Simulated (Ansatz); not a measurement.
`CCCC(=O)N(C)C` and `CC(=O)N(C)C` differ in one atom or group.

Ansatz, PBE0-D4/def2-TZVP geometries, multiplicity 1. Each molecule was computed in one conformer, which needn't be the lowest.

```csv
property,`CCCC(=O)N(C)C`
LUMO energy (PBE/def2-TZVPP) / eV,-0.19
size of the dipole moment (PBE/def2-TZVPP) / D,3.40
size of the dipole moment (ωB97M-V/def2-TZVPP) / D,3.50
HOMO energy (B3LYP/def2-TZVPP) / eV,-6.66
HOMO–LUMO gap (ωB97M-V/def2-TZVPP) / eV,11.41
HOMO energy (PBE0/def2-TZVPP) / eV,-6.86
```

Q: Give the same properties after the change, and the shifts. (Best estimate.)

A: Computed: 
```csv
property,`CC(=O)N(C)C`,shift
LUMO energy (PBE/def2-TZVPP) / eV,-0.22,-0.03
size of the dipole moment (PBE/def2-TZVPP) / D,3.69,0.29
size of the dipole moment (ωB97M-V/def2-TZVPP) / D,3.81,0.31
HOMO energy (B3LYP/def2-TZVPP) / eV,-6.71,-0.05
HOMO–LUMO gap (ωB97M-V/def2-TZVPP) / eV,11.47,0.06
HOMO energy (PBE0/def2-TZVPP) / eV,-6.91,-0.05
```

Dipoles are sizes alone; their direction can turn.

B3LYP here is the variant with VWN-RPA as its local correlation; programs differ in this.

Positive LUMOs are unbound, so they and the gaps depend on the basis.
